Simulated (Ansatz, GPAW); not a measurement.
# Ballistic transport through 4,4'-bipyridine between two Pd chains, from relaxation to T(E)

Wanted: T(E) of 4,4'-bipyridine between two Pd chains at a relaxed geometry in two programs, beside the unrelaxed structure.

Main program and level: GPAW 26.7.0 and Ansatz 0.2.0; Ansatz plane waves; relaxation of the junction with the lead ends held; PAW set soft_1, in the first sound run; inputs show where later runs differ.

Report form: the programs' logs are mostly left out.

## 1. The structure

The cell holds 36 atoms: 16 Pd, 2 N, 8 H and 10 C. Cell: a = 10.335 Å, b = 9.000 Å, c = 48.688 Å, α = 90.0°, β = 90.0°, γ = 90.0°. Regions: left lead, 8 atoms (8 Pd); channel, 20 atoms (2 N, 8 H and 10 C); right lead, 8 atoms (8 Pd). Vacuum lies along a and b. The structure is stacked along c, and the current runs across the ab planes.

## 2. Relaxing the atoms

Transmission follows bond lengths closely, so the atoms between the held lead ends are relaxed first, from a slightly shaken start that lets symmetry break.

Contents of input.yaml:

```yaml
crystal:
  lattice:
    - [10.3351028823, 0.0, 0.0]
    - [0.0, 9.0, 0.0]
    - [0.0, 0.0, 48.6880610438]
  atoms:
    - { symbol: Pd, position: [0.5, 0.5, 0.0256736451] }
    - { symbol: Pd, position: [0.5, 0.5, 0.0770209353] }
    - { symbol: Pd, position: [0.5, 0.5, 0.1283682255] }
    - { symbol: Pd, position: [0.5, 0.5, 0.1797155157] }
    - { symbol: Pd, position: [0.5, 0.5, 0.2310628059] }
    - { symbol: Pd, position: [0.5, 0.5, 0.2824100961] }
    - { symbol: Pd, position: [0.4967785346, 0.4990402133, 0.333595252] }
    - { symbol: Pd, position: [0.4993125831, 0.503729339, 0.3851866944] }
    - { symbol: "N", position: [0.5010416462, 0.5000210224, 0.4264504948] }
    - { symbol: H, position: [0.677397919, 0.6073247453, 0.4294652762] }
    - { symbol: H, position: [0.3215100898, 0.391027724, 0.4303945342] }
    - { symbol: C, position: [0.5964329798, 0.5556303547, 0.4407551734] }
    - { symbol: C, position: [0.4021867272, 0.4420833643, 0.4410980566] }
    - { symbol: C, position: [0.6026494358, 0.5613150317, 0.4697735897] }
    - { symbol: C, position: [0.3938584489, 0.4383796679, 0.470151513] }
    - { symbol: H, position: [0.6826961147, 0.6086539662, 0.4806750497] }
    - { symbol: H, position: [0.3175130314, 0.3919704841, 0.4804795715] }
    - { symbol: C, position: [0.503329514, 0.4985761297, 0.4848348433] }
    - { symbol: C, position: [0.4993684775, 0.5028668394, 0.5146325086] }
    - { symbol: H, position: [0.6841913714, 0.3946610342, 0.51939492] }
    - { symbol: H, position: [0.3091959108, 0.6130512279, 0.520276372] }
    - { symbol: C, position: [0.600546961, 0.4363274693, 0.5296023072] }
    - { symbol: C, position: [0.3970436263, 0.5646107831, 0.5305725113] }
    - { symbol: C, position: [0.5948593843, 0.4465567207, 0.5579678458] }
    - { symbol: C, position: [0.4020564584, 0.5580702216, 0.5582117446] }
    - { symbol: H, position: [0.6736202577, 0.4020921221, 0.5705960471] }
    - { symbol: H, position: [0.327080735, 0.6026750417, 0.570976351] }
    - { symbol: "N", position: [0.4986301527, 0.5014331282, 0.5736079597] }
    - { symbol: Pd, position: [0.4977146805, 0.4997302153, 0.6151601167] }
    - { symbol: Pd, position: [0.5031716997, 0.5033890489, 0.6659435079] }
    - { symbol: Pd, position: [0.5, 0.5, 0.7175899039] }
    - { symbol: Pd, position: [0.5, 0.5, 0.7689371941] }
    - { symbol: Pd, position: [0.5, 0.5, 0.8202844843] }
    - { symbol: Pd, position: [0.5, 0.5, 0.8716317745] }
    - { symbol: Pd, position: [0.5, 0.5, 0.9229790647] }
    - { symbol: Pd, position: [0.5, 0.5, 0.9743263549] }
kpoints:
  mp_grid: { grid: [1, 1, 2] }
hamiltonian:
  xc: pbe
  pseudopotentials: { kind: paw, azcp: { folder: soft_1 } }
scf:
  occupations: { method: fermi_dirac, width: 0.1 }
relax:
  f_tol: 0.03
  max_steps: 80
  constraints: [{ sites: [0, 1, 2, 3, 4, 5, 30, 31, 32, 33, 34, 35] }]
```

The run is started by

```sh
ansatz run input.yaml --threads 4 --pin off --max-ram 8192MiB --backend cpu --events-out ev --progress --plain --runs-dir out
```

Elapsed: 7.9 min, on 4 threads of Arm Neoverse V1, shared host; peak memory 5.3 GiB; 31 min of CPU time.

Step by step:

```csv
step,energy less that of the first step (eV),largest force component (eV/Å)
1,0.0000,3.9023
2,-0.5215,1.3733
3,-0.6997,0.2446
4,-0.7581,0.2717
5,-0.7825,0.1938
6,-0.7968,0.1010
7,-0.8072,0.1329
8,-0.8122,0.0927
9,-0.8158,0.0425
10,-0.8163,0.0321
11,-0.8165,0.0127
```

The atoms that moved most (Å):

```
atom      dx      dy      dz  length
Pd30   0.558  -0.155   0.075   0.584
 Pd7  -0.539  -0.198  -0.053   0.577
 H27  -0.310  -0.482  -0.027   0.573
 H21  -0.164  -0.549  -0.014   0.573
 H20   0.188   0.502   0.113   0.548
 H11  -0.107   0.518  -0.121   0.543
 H10   0.243  -0.462   0.006   0.522
 H17  -0.198   0.469  -0.107   0.520
```

This step gave:

```
free energy         : -114931.6096 eV
smearing term TS    : 1.656 eV
symmetry operations : 1
```

The relaxation lowered the energy of the cell by 0.817 eV.

## 3. Plane-wave reference (PBE)

A plane-wave run comes first: its basis does not favour the atoms, so it serves as the reference for the orbital bases.

This step: Ansatz plane waves; Landauer transmission by layers, zero bias; PAW set soft_1 (Ansatz 0.2.0).

Contents of input.yaml:

```yaml
crystal:
  lattice:
    - [10.3351028823, 0.0, 0.0]
    - [0.0, 9.0, 0.0]
    - [0.0, 0.0, 48.6880610438]
  atoms:
    - { symbol: Pd, position: [0.5, 0.5, 0.0256736451] }
    - { symbol: Pd, position: [0.5, 0.5, 0.0770209353] }
    - { symbol: Pd, position: [0.5, 0.5, 0.1283682255] }
    - { symbol: Pd, position: [0.5, 0.5, 0.1797155157] }
    - { symbol: Pd, position: [0.5, 0.5, 0.2310628059] }
    - { symbol: Pd, position: [0.5, 0.5, 0.2824100961] }
    - { symbol: Pd, position: [0.4446149006, 0.4770741054, 0.332509224] }
    - { symbol: Pd, position: [0.5129733354, 0.5052116086, 0.3823687487] }
    - { symbol: "N", position: [0.5062336279, 0.5024876707, 0.4257890109] }
    - { symbol: H, position: [0.7009457442, 0.5560135822, 0.4295816799] }
    - { symbol: H, position: [0.3111675063, 0.4486002877, 0.4279007583] }
    - { symbol: C, position: [0.6131775844, 0.5313947334, 0.4411016871] }
    - { symbol: C, position: [0.3967134722, 0.4728070868, 0.4401802853] }
    - { symbol: C, position: [0.6143992665, 0.5314616628, 0.4696502251] }
    - { symbol: C, position: [0.3905430522, 0.4716836546, 0.4687054029] }
    - { symbol: H, position: [0.704821469, 0.5586901964, 0.479991339] }
    - { symbol: H, position: [0.2983459003, 0.444115607, 0.4782907466] }
    - { symbol: C, position: [0.5010613241, 0.5013646299, 0.4847993708] }
    - { symbol: C, position: [0.4983495457, 0.5012179074, 0.515196947] }
    - { symbol: H, position: [0.7023454796, 0.4504292529, 0.5217243565] }
    - { symbol: H, position: [0.2932829728, 0.5520708523, 0.5199982251] }
    - { symbol: C, position: [0.6095019398, 0.4749630212, 0.5312989522] }
    - { symbol: C, position: [0.3842976916, 0.5276117783, 0.5303428662] }
    - { symbol: C, position: [0.6032190044, 0.4755657765, 0.5598262679] }
    - { symbol: C, position: [0.3854332269, 0.5273210295, 0.5588870824] }
    - { symbol: H, position: [0.6892824061, 0.4540294109, 0.5721024997] }
    - { symbol: H, position: [0.2970952001, 0.549148354, 0.5704117334] }
    - { symbol: "N", position: [0.4929760296, 0.501550139, 0.574211607] }
    - { symbol: Pd, position: [0.4858512226, 0.5030569747, 0.6176196822] }
    - { symbol: Pd, position: [0.557204528, 0.4861332783, 0.6674764127] }
    - { symbol: Pd, position: [0.5, 0.5, 0.7175899039] }
    - { symbol: Pd, position: [0.5, 0.5, 0.7689371941] }
    - { symbol: Pd, position: [0.5, 0.5, 0.8202844843] }
    - { symbol: Pd, position: [0.5, 0.5, 0.8716317745] }
    - { symbol: Pd, position: [0.5, 0.5, 0.9229790647] }
    - { symbol: Pd, position: [0.5, 0.5, 0.9743263549] }
kpoints:
  mp_grid: { grid: [1, 1, 2] }
hamiltonian:
  xc: pbe
  pseudopotentials: { kind: paw, azcp: { folder: soft_1 } }
scf:
  occupations: { method: fermi_dirac, width: 0.1 }
output:
  transmission:
    leads: [[0, 1]]
    e_range: [-2, 2]
    de: 0.025
    kmesh: [1, 1]
    reduced_basis: true
  write_potential: true
  write_density: true
  volumetric_format: npy
  elf: true
```

Run time: 75 min. Hardware: 4 threads; peak memory 6.8 GiB; 3.9 h of CPU time.

Numbers from this step:

```
free energy                                             : -114931.6094 eV
lead level                                              : 0 eV from the Fermi level
transmission at the Fermi level (one spin)              : 0.03749
open channels of the lead at the Fermi level (one spin) : 4
step of the potential along the lead                    : 3.7 meV
offset of the lead                                      : 0 Å
filling of the lead less its bulk value, in size        : 10.5 meV
conductance                                             : 0.03642 G₀
```

One spin. Table of transmission, zone mean by energy, zero at the Fermi level:

energy (eV), transmission, zone mean and a bar:
```
   -2.000      0.017 #
   -1.900      0.028 #
   -1.800      0.034 ##
   -1.700      0.036 ##
   -1.600      0.039 ##
   -1.500      0.045 ##
   -1.400      0.053 ###
   -1.300      0.055 ###
   -1.200      0.047 ##
   -1.100      0.042 ##
   -1.000      0.023 #
   -0.900      0.033 ##
   -0.800      0.090 ####
   -0.725      0.118 ######
   -0.700      0.111 ######
   -0.600      0.070 ####
   -0.525      0.599 ##############################
   -0.500      0.484 ########################
   -0.400      0.155 ########
   -0.300      0.087 ####
   -0.200      0.064 ###
   -0.100      0.052 ###
    0.000      0.037 ##
    0.100      0.013 #
    0.200      0.000 
    0.300      0.000 
    0.400      0.000 
    0.500      0.000 
    0.600      0.000 
    0.700      0.000 
    0.800      0.000 
    0.900      0.000 
    1.000      0.000 
    1.100      0.000 
    1.200      0.000 
    1.300      0.000 
    1.400      0.000 
    1.500      0.000 
    1.600      0.000 
    1.700      0.000 
    1.800      0.001 
    1.900      0.001 
    2.000      0.001
```

One spin. Table of open channels, zone mean by energy, zero at the Fermi level:

```csv
energy (eV),"open channels, zone mean"
-2.000,3
-1.800,3
-1.600,3
-1.400,3
-1.200,3
-1.000,5
-0.800,5
-0.600,5
-0.400,4
-0.200,4
0.000,4
0.200,1
0.400,1
0.600,1
0.800,1
1.000,1
1.200,1
1.400,1
1.600,1
1.800,1
2.000,1
```

Crystal 0, spin -, k parallel (0, 0); distinct values, listed up to 1.5 1/Å. Im kz of the slowest decaying states against energy, zero at the Fermi level:

| energy (eV) | decay 1 (Å⁻¹) | decay 2 (Å⁻¹) | decay 3 (Å⁻¹) | decay 4 (Å⁻¹) |
| --- | --- | --- | --- | --- |
| -2.0000 | 0.728 | 0.818 | 0.819 | 1.33 |
| -1.7500 | 0.666 | 0.702 | 0.703 | 1.31 |
| -1.5000 | 0.541 | 0.542 | 0.596 | 1.28 |
| -1.2500 | 0.242 | 0.243 | 0.515 | 1.26 |
| -1.0000 | 0.418 | 1.23 | 1.26 | 1.26 |
| -0.7500 | 0.291 | 1.20 | 1.23 | 1.23 |
| -0.5000 | 0.266 | 0.266 | 1.18 | 1.21 |
| -0.2500 | 0.519 | 0.519 | 1.15 | 1.18 |
| 0.0000 | 0.656 | 0.656 | 1.13 | 1.15 |
| 0.2500 | 0.118 | 0.118 | 0.143 | 0.751 |
| 0.5000 | 0.205 | 0.205 | 0.266 | 0.825 |
| 0.7500 | 0.255 | 0.255 | 0.348 | 0.884 |
| 1.0000 | 0.288 | 0.289 | 0.411 | 0.932 |
| 1.2500 | 0.310 | 0.311 | 0.464 | 0.974 |
| 1.5000 | 0.323 | 0.324 | 0.509 | 0.958 |
| 1.7500 | 0.328 | 0.330 | 0.548 | 0.922 |
| 2.0000 | 0.325 | 0.327 | 0.582 | 0.885 |

Crystal 0, spin -, k parallel (0, 0). The Re kz of states that move upwards by energy, zero at the Fermi level:

| energy (eV) | channel 1 (Å⁻¹) | channel 2 (Å⁻¹) | channel 3 (Å⁻¹) | channel 4 (Å⁻¹) | channel 5 (Å⁻¹) |
| --- | --- | --- | --- | --- | --- |
| -2.000 | -0.781 | -0.780 | 0.603 | - | - |
| -1.800 | -0.711 | -0.710 | 0.637 | - | - |
| -1.600 | -0.646 | -0.646 | 0.672 | - | - |
| -1.400 | -0.586 | -0.585 | 0.707 | - | - |
| -1.200 | -0.527 | -0.527 | 0.744 | - | - |
| -1.000 | -0.470 | -0.470 | 0.486 | 0.487 | 0.783 |
| -0.800 | -0.413 | -0.413 | 0.750 | 0.750 | 0.826 |
| -0.600 | -0.355 | -0.354 | 0.873 | 1.10 | 1.10 |
| -0.400 | -0.294 | -0.293 | 0.204 | 0.927 | - |
| -0.200 | -0.226 | -0.225 | 0.335 | 0.993 | - |
| 0.000 | -0.141 | -0.140 | 0.425 | 1.08 | - |
| 0.200 | 0.497 | - | - | - | - |
| 0.400 | 0.557 | - | - | - | - |
| 0.600 | 0.609 | - | - | - | - |
| 0.800 | 0.655 | - | - | - | - |
| 1.000 | 0.695 | - | - | - | - |
| 1.200 | 0.732 | - | - | - | - |
| 1.400 | 0.765 | - | - | - | - |
| 1.600 | 0.796 | - | - | - | - |
| 1.800 | 0.825 | - | - | - | - |
| 2.000 | 0.853 | - | - | - | - |

The electrostatic potential energy of an electron (with the applied field's), less the Fermi level, planar mean oscillates, so the rows of the table below give means over windows of 2.43 Å about each position, cut where the curve ends. Its first 14 maxima inside the range that stand out by 2 % of the span (Å: eV): 2.4: 5.07, 5.0: 5.06, 7.4: 5.06, 10.0: 5.03, 12.4: 4.98, 15.0: 4.88, 17.3: 4.58, 19.7: 4.04, 22.2: 2.98, 24.3: 3.09, 26.5: 2.98, 28.9: 4.04, 31.4: 4.58, 33.7: 4.88. Its first 14 minima: 1.2: 3.61, 3.8: 3.61, 6.2: 3.60, 8.8: 3.60, 11.2: 3.54, 13.8: 3.50, 16.2: 3.34, 18.7: 2.95, 21.2: 1.72, 23.1: 1.45, 25.6: 1.45, 27.5: 1.72, 30.0: 2.95, 32.5: 3.34.

The electrostatic potential energy of an electron (with the applied field's), less the Fermi level, planar mean by z; means over each step:

z (Å), electrostatic potential energy of an electron (with the applied field's), less the Fermi level, planar mean (eV) and a bar from the least value:
```
     1.22       4.37 ##############################
     3.65       4.37 ##############################
     6.08       4.37 ##############################
     8.51       4.36 ##############################
    10.94       4.31 #############################
    13.37       4.27 #############################
    15.80       4.13 ###########################
    18.23       3.76 #####################
    20.66       2.81 ########
    23.09       2.24 
    25.52       2.26 
    27.95       2.76 #######
    30.38       3.75 #####################
    32.81       4.12 ##########################
    35.24       4.27 #############################
    37.67       4.31 #############################
    40.10       4.36 ##############################
    42.53       4.36 ##############################
    44.96       4.37 ##############################
    47.39       4.36 ##############################
```

The valence density, planar mean oscillates, so the rows of the table below give means over windows of 2.43 Å about each position, cut where the curve ends. Its first 14 maxima inside the range that stand out by 2 % of the span (Å: e/Å³): 1.2: 0.188, 3.8: 0.188, 6.2: 0.188, 8.8: 0.188, 11.2: 0.188, 13.8: 0.187, 16.2: 0.188, 18.7: 0.187, 21.1: 0.110, 23.1: 0.105, 25.6: 0.105, 27.6: 0.110, 30.0: 0.187, 32.5: 0.188. Its first 14 minima: 2.4: 0.0131, 5.0: 0.0129, 7.4: 0.0131, 10.0: 0.0130, 12.4: 0.0130, 15.0: 0.0142, 17.4: 0.0137, 19.7: 0.0149, 22.2: 0.0574, 24.3: 0.0281, 26.5: 0.0574, 28.9: 0.0149, 31.2: 0.0137, 33.7: 0.0142.

Table of valence density, planar mean by z; means over each step:

```
z (Å)  valence density, planar mean (e/Å³)
 1.22                               0.0793
 3.65                               0.0792
 6.08                               0.0792
 8.51                               0.0792
10.94                               0.0790
13.37                               0.0791
15.80                               0.0798
18.23                               0.0800
20.66                               0.0620
23.09                               0.0681
25.52                               0.0669
27.95                               0.0633
30.38                               0.0800
32.81                               0.0799
35.24                               0.0793
37.67                               0.0791
40.10                               0.0793
42.53                               0.0792
44.96                               0.0793
47.39                               0.0806
```

Valence density in the ca plane at fractional y = 0.486, with atoms of Pd and N and C within 0.2 Å of it. It is the smooth field of the valence electrons, not physical close to the nuclei.

Ten steps, logarithmic in the rise over the least value, from '0' (0 e/Å³) to '9' (14 e/Å³), each cell a mean:
```
00000000000000000000000000000000000000000000
00000000000000000000000000000000000000000000
00000000000000000000000000000000000000000000
00000000000000000000000000000000000000000000
00000000000000000000000000000000000000000000
00000000000000000000000000000000011100001000
00000000000000000000122111122100133211123210
00000000000000000000133333333211245433344310
11100000000001121101234444443211245555555310
34421000000013554212345544554322345555555311
68753112222136887434565433455443455544456532
89974236764237998535665322345555555322356653
79974368996336887434665433455554555322356653
56642368996323454212455555555433355444455432
12211246774211111101245555554211245555554211
00000113332100000001345444554211234444443210
00000000110000000001243222344210133322233200
00000000000000000000121100122100111100111100
00000000000000000000000000000000000000000000
00000000000000000000000000000000000000000000
00000000000000000000000000000000000000000000
00000000000000000000000000000000000000000000
00000000000000000000000000000000000000000000
00000000000000000000000000000000000000000000
```
Columns run along c (16.0 Å, from fractional 0.27 to 0.60 of the cell), rows up along a (10.3 Å). Atoms in or near the plane, at fractional coordinates: Pd at (0.28, 0.50), Pd at (0.33, 0.44), Pd at (0.38, 0.51), N at (0.43, 0.51), C at (0.44, 0.40), C at (0.47, 0.39), C at (0.48, 0.50), C at (0.52, 0.50), C at (0.53, 0.61), C at (0.56, 0.60), N at (0.57, 0.49).

Electrostatic potential energy in the ca plane at fractional y = 0.486, with atoms of Pd and N and C within 0.2 Å of it. With pseudopotentials it is smooth inside the atoms' cores, unlike the true potential.

Ten even steps from '0' (-56 eV) to '9' (2 eV), each cell a mean:
```
99999999999999999999999999999999999999999999
99999999999999999999999999999999999999999999
99999999999999999999999999999999999999999999
99999999999999999999999999999999999999999999
99999999999999999999999999999999999999999999
99999999999999999999999999999999999999999999
99999999999868999987899999999999999999999999
87788788999866788765899999999999999999999999
52475248999840153126899999999875568999999999
52364247898730041006899988899730026998778999
36787653576444575334689743478610005873125887
05888710152015888620278300048731037850002685
25788631263026888720278300048986679861003785
20263136787654576445798632379999999986447898
10141017899841263037999987899999999999889999
53574358999864576458999999999999999999999999
78898767999888898888999999999999999999999999
89999988999999999999999999999999999999999999
99999999999999999999999999999999999999999999
99999999999999999999999999999999999999999999
99999999999999999999999999999999999999999999
99999999999999999999999999999999999999999999
99999999999999999999999999999999999999999999
99999999999999999999999999999999999999999999
```
Columns run along c (16.0 Å, from fractional 0.43 to 0.76 of the cell; values clipped at the 3rd and 97th percentile), rows up along a (10.3 Å). Atoms in or near the plane, at fractional coordinates: C at (0.44, 0.40), C at (0.47, 0.39), C at (0.48, 0.50), C at (0.52, 0.50), C at (0.53, 0.61), C at (0.56, 0.60), N at (0.57, 0.49), Pd at (0.62, 0.49), Pd at (0.67, 0.56), Pd at (0.72, 0.50).

ELF in the ca plane at fractional y = 0.486, with atoms of Pd and N and C within 0.2 Å of it. It is the smooth field of the valence electrons, not physical close to the nuclei.

Values in units of 1e-1, 13 rows by 16 columns, each cell a mean:
```
0.0 0.0 0.0 0.0 0.0 0.0 0.0 0.0 0.0 0.0 0.0 0.0 0.0 0.0 0.0 0.0
0.0 0.0 0.0 0.0 0.0 0.3 0.2 0.0 0.3 0.0 0.7 0.1 0.2 0.4 0.0 0.0
0.1 0.1 0.1 0.2 0.1 3.9 3.4 0.5 4.7 0.6 6.9 1.3 3.3 5.6 0.1 0.1
0.5 0.4 0.5 0.9 0.4 6.1 7.0 3.0 8.5 2.5 9.8 3.8 7.2 8.7 0.3 0.6
1.2 1.2 1.0 2.1 1.4 2.8 6.3 7.1 6.2 1.4 6.8 6.1 6.3 5.4 0.9 1.8
1.9 2.3 1.9 3.9 3.0 5.8 6.6 5.4 7.6 4.5 7.2 5.9 5.4 4.7 2.6 3.7
3.2 3.8 2.8 3.5 3.2 6.4 5.5 2.5 4.7 7.4 4.5 2.1 5.3 6.4 3.1 3.2
3.1 3.6 2.3 3.2 2.1 3.7 4.5 6.3 6.3 3.0 7.1 6.5 6.1 4.5 2.7 3.8
1.9 2.8 1.1 1.5 0.6 6.7 7.5 5.9 8.1 1.8 7.2 6.4 7.0 3.9 1.1 1.8
1.0 1.2 0.6 0.4 0.2 8.3 6.4 3.0 9.5 2.2 8.7 2.2 6.8 6.6 0.2 0.7
0.4 0.6 0.2 0.1 0.0 3.6 1.9 0.7 4.5 0.3 3.8 0.3 2.7 3.2 0.0 0.2
0.1 0.2 0.1 0.0 0.0 0.1 0.0 0.0 0.2 0.0 0.2 0.0 0.1 0.1 0.0 0.0
0.0 0.0 0.0 0.0 0.0 0.0 0.0 0.0 0.0 0.0 0.0 0.0 0.0 0.0 0.0 0.0
```
Columns run along c (16.0 Å, from fractional 0.31 to 0.64 of the cell), rows up along a (10.3 Å). Atoms in or near the plane, at fractional coordinates: Pd at (0.33, 0.44), Pd at (0.38, 0.51), N at (0.43, 0.51), C at (0.44, 0.40), C at (0.47, 0.39), C at (0.48, 0.50), C at (0.52, 0.50), C at (0.53, 0.61), C at (0.56, 0.60), N at (0.57, 0.49), Pd at (0.62, 0.49).

The largest of the program's own error estimates on the conductance is 5.7 %. T at the Fermi level is 0.0375 of 4 open channels a spin.

(Part 1 of 3 ends here.)

[Logs are printed without paths, hosts, clocks, repeated set-up lines and the standing remarks that a program may print on its own settings, such as how far it seeks lower states.]

[Hosts, paths, dates, database ids (printed as entryN), source tags and the programs' standing remarks are cut or masked in the printed files.]
